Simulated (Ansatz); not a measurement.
# HfO2: how the settings move a single-point run

Aim: see which settings change the result for HfO2, by how much, and at what cost.

Method: reference: DFT, HSE06, plane waves, PAW, in Ansatz 0.2.0.

**1. The structure to begin with**

The structure is tetragonal, space group P4_2/mnm (No. 136). The conventional cell has a = 4.838 Å, b = 4.838 Å, c = 3.220 Å, α = 90.00°, β = 90.00°, γ = 90.00°. Hf (site symmetry mmm) is surrounded by 6 O at 2.09 Å. Around O (site symmetry m2m) lie 3 Hf at 2.09 Å.

Coordinates:

```cif
data_structure
_symmetry_space_group_name_H-M 'P4_2/mnm'
_symmetry_Int_Tables_number 136
_cell_length_a 4.8383
_cell_length_b 4.8383
_cell_length_c 3.2200
_cell_angle_alpha 90.000
_cell_angle_beta 90.000
_cell_angle_gamma 90.000
_cell_volume 75.38
loop_
_atom_site_label
_atom_site_type_symbol
_atom_site_symmetry_multiplicity
_atom_site_Wyckoff_symbol
_atom_site_fract_x
_atom_site_fract_y
_atom_site_fract_z
_atom_site_occupancy
Hf1 Hf 2 a 0.00000 0.00000 0.00000 1
O1 O 4 f 0.19495 0.80505 0.50000 1
```

**2. Baseline**

The input, input.yaml:

```yaml
crystal:
  lattice:
    - [4.8382983968, 0.0, 0.0]
    - [0.0, 4.8382983968, 0.0]
    - [0.0, 0.0, 3.2199930757]
  atoms:
    - { symbol: Hf, position: [0.0, 0.0, 0.0] }
    - { symbol: Hf, position: [0.5, 0.5, 0.5] }
    - { symbol: O, position: [0.1949543471, 0.8050456529, 0.5] }
    - { symbol: O, position: [0.3050456529, 0.3050456529, 0.0] }
    - { symbol: O, position: [0.6949543471, 0.6949543471, 0.0] }
    - { symbol: O, position: [0.8050456529, 0.1949543471, 0.5] }
kpoints:
  mp_grid: { grid: [2, 2, 4] }
hamiltonian:
  xc: hse06
scf:
  occupations: { method: fixed }
  n_extra_bands: 5
output:
  forces: true
  stress: true
  eigenvalues: true
```

The run is started by

```console
> ansatz run input.yaml --threads 4 --pin off --max-ram 4608MiB --backend cpu --events-out ev --progress --plain --runs-dir out
```

**3. Variant: q_mesh [2, 2, 2]**

Changes to input.yaml since step 2:

```diff
@@ -19,2 +19,3 @@
   n_extra_bands: 5
+  exx: { q_mesh: [2, 2, 2] }
 output:
```

**4. Variant: xc_grid 3**

Changes to input.yaml since step 2:

```diff
@@ -23 +23,3 @@
   eigenvalues: true
+basis:
+  xc_grid: 3
```

Q: Predict the outcome of this session. Wanted: for each run, ending; energy change; pressure; gap; force.

As calculated:

| run | ending | energy change | pressure (GPa) | gap (eV) | force (eV/Å) | cycles | time |
| --- | --- | --- | --- | --- | --- | --- | --- |
| reference | converged | 0 | 0.4 | 5.63 | 0.07 | 17 | 22 s |
| 1: q_mesh [2, 2, 2] | converged | - | 0.4 | 5.63 | 0.07 | 17 | 22 s |
| 2: xc_grid 3 | converged | 0.0 meV/atom | 0.4 | 5.63 | 0.07 | 17 | 22 s |

Residual by cycle in the longest SCF loop of each run; runs are numbered as in the table. The quantity is the density residual dr2, in eV.

| cycle | reference | run 1 | run 2 |
| --- | --- | --- | --- |
| 1 | 0.0727 | 0.0727 | 0.0727 |
| 2 | 0.0214 | 0.0214 | 0.0214 |
| 3 | 0.00542 | 0.00542 | 0.00542 |
| 4 | 0.00311 | 0.00311 | 0.00311 |
| 5 | 6.1e-4 | 6.1e-4 | 6.1e-4 |
| 6 | 7.9e-5 | 7.9e-5 | 7.9e-5 |
| 7 | 6.7e-5 | 6.7e-5 | 6.7e-5 |
| 8 | 1.5e-6 | 1.5e-6 | 1.5e-6 |

«xc_grid 3» leaves the energy as it was. The gap of the reference lacks spin-orbit coupling, though the cell holds Hf.
